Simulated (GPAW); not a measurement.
Al, 1 atom in the cell. It takes space group Fm-3m (No. 225, cubic). The conventional cell has a = 4.050 Å, b = 4.050 Å, c = 4.050 Å, α = 90.00°, β = 90.00°, γ = 90.00°. Al (site symmetry m-3m) has 12 Al at 2.86 Å as nearest neighbours. 

| Quantity | Value |
| --- | --- |
| Program | GPAW 26.7.0 |
| Task | band structure |
| Functional | PW91 |
| Potentials or basis | PAW data sets generated in the run's folder for this functional |
| Cutoff | 600 eV |
| Basis | pw |
| k mesh | 11 × 11 × 11 |
| Occupations | fermi-dirac, width 0.05 eV |
| Spin | no spin polarisation |
| Maxiter | 150 |
| Band path | GXWKGLUWLK,UX |
| Band points | 100 |

Potentials or basis: PAW data sets generated in the run's folder for this functional, pw.

Run with:

```console
$ gpaw-setup -f GGA_X_PW91+GGA_C_PW91 Al
$ OMP_NUM_THREADS=1 python run.py
```

Hardware: 1 thread of Arm Neoverse V1 (shared host).

**Question.** How long does it take, and how much memory?

**Answer.** It took 16 s on 1 thread of Arm Neoverse V1, with other jobs on the host, peak memory 0.15 GiB. Counts: scf iterations 12, plane waves 564, bands 7, k points 56.
